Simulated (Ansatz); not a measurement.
## Ti: what symmetry allows forces and stress to be

```
CELL_PARAMETERS angstrom
4.56737 0.00000 0.00000
-2.28369 3.95546 0.00000
0.00000 0.00000 2.82624
ATOMIC_POSITIONS crystal
Ti 0.00000 0.00000 0.00000
Ti 0.33333 0.66667 0.50000
Ti 0.66667 0.33333 0.51592
```

All numbers below come from Ansatz 0.2.0, DFT PBE, scalar-relativistic, plane waves, PAW.

Cutoff 420 eV; k points 9×9×14 on the computed 3-atom cell (Γ-centred); Gaussian smearing, width 0.10 eV; no spin polarisation.

This distorted cell has space group P3m1, with 6 operations.

Task: Without a calculation: in which directions can each atom feel a force?

Result: A force must be left unchanged by every operation that keeps its atom in place, so it lies in the space that those operations leave fixed. Atoms that the group maps onto each other feel forces of one size.
| atom | site symmetry | operations at the site | equivalent to atom | allowed force (Cartesian) |
| --- | --- | --- | --- | --- |
| Ti1 | 3m. | 6 | 1 | along (0.00, 0.00, 1.00) |
| Ti2 | 3m. | 6 | 2 | along (0.00, 0.00, 1.00) |
| Ti3 | 3m. | 6 | 3 | along (0.00, 0.00, 1.00) |

That leaves 3 independent force components of 9, tied by 1 condition that the forces sum to zero, so 2 remain. A relaxation in this cell that keeps the symmetry moves the atoms in these directions alone.

Task: And the stress tensor?

Result: It must be invariant under the point group, which leaves 2 independent components: yz, xz, xy vanish; xx = yy.

Task: Do the computed values obey this?

Result: Yes. Forces (eV/Å):
```
Ti1  0.000  0.000  0.128
Ti2  0.000  0.000  0.012
Ti3  0.000  0.000 -0.140
```

Stress (GPa, compression positive, xx yy zz yz xz xy): 0.87 0.87 0.82 0.00 0.00 0.00. The program imposes the same operations on density, forces and stress, so this confirms the analysis and is no independent test of the calculation.

This form isn't the element's structure at ambient conditions.

Cost: 1 run of about 0.38 core-minutes, on Arm Neoverse N1 (shared hosts).